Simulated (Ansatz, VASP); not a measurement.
## Two plane-wave programs on Mg

```
CELL_PARAMETERS angstrom
-1.77983 1.77983 1.77983
1.77983 -1.77983 1.77983
1.77983 1.77983 -1.77983
ATOMIC_POSITIONS crystal
Mg 0.00000 0.00000 0.00000
```

Change from the starting cell: volume scaled by 0.98, PAW files.

Alike in both runs: task electric field gradients; functional PBE; k mesh 13 × 13 × 13; occupations fermi-dirac, width 0.05 eV; no spin polarisation.

|  | VASP | Ansatz |
| --- | --- | --- |
| version | VASP 6.6.1 | Ansatz 0.2.0 |
| potentials or method | VASP PAW PBE potentials, release 64 (Mg) | PAW with Ansatz's default frozen-core files, scalar-relativistic |
| plane-wave cutoff (eV) | 520 | 420 |
| valence electrons in the cell | 2 | 10 |

```tsv
	VASP	Ansatz	Ansatz less VASP
pressure (GPa)	0.6	0.7	+0.12
Vzz of the field gradient on the site that differs most (V/Å²)	0.0	0.0	0.00
```

The two sets of potentials don't hold the same shells in valence.
